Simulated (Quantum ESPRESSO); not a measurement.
Runs of Quantum ESPRESSO 7.5 on Pt. The structure is cubic, space group Fm-3m (No. 225). Conventional cell: a = 3.922 Å, b = 3.922 Å, c = 3.922 Å, α = 90.00°, β = 90.00°, γ = 90.00°. Pt (site symmetry m-3m) has 12 Pt at 2.77 Å as nearest neighbours. 

| task | level | potentials or basis | cell | k mesh | cutoff (eV) | SCF threshold | symmetry | form of the LDA correlation | gap on the mesh (eV) | pressure (GPa) | V0 of scaled cells (Å³/atom) | B0 (GPa) |
| --- | --- | --- | --- | --- | --- | --- | --- | --- | --- | --- | --- | --- |
| single point | PBEsol | GBRV 1.5 PBEsol | as given | 12 × 12 × 12 | 612 | 2e-10 Ry | - | - | none | -1.8 | - | - |
| equation of state | r2SCAN | SG15 PBE 1.2 | as given | 9 × 9 × 9 | 952 | 1e-08 Ry | off | - | - | - | 15.28 | 277 |
| equation of state | PBEsol | GBRV 1.5 PBEsol | as given | 12 × 12 × 12 | 612 | 2e-10 Ry | - | - | - | - | 15.02 | 288 |
| single point | PBEsol | GBRV 1.5 PBEsol | cell strained at random at fixed volume | 12 × 12 × 12 | 612 | 2e-10 Ry | - | - | none | -1.7 | - | - |
| equation of state | LDA | GBRV 1.5 LDA | as given | 12 × 12 × 12 | 612 | 2e-10 Ry | - | PZ81 | - | - | (b) | (a) |
| band structure | PBEsol | GBRV 1.5 PBEsol | as given | 12 × 12 × 12 | 612 | 2e-10 Ry | - | - | none | -1.8 | - | - |

Alike in all rows: no spin polarisation; smearing fermi-dirac 0.05 eV.

Task: Fill in the values left out.

Result: (a) 308; (b) 14.75.

Caveats: the potentials were made for another functional, which shifts forces and pressure (some runs); spin-orbit coupling is left out, which moves the levels of the heavy elements (some runs).

A k mesh can miss the band edges, and the runs leave out spin-orbit coupling on Pt.

A gap of «none» marks a metal or a gap under the smearing width.
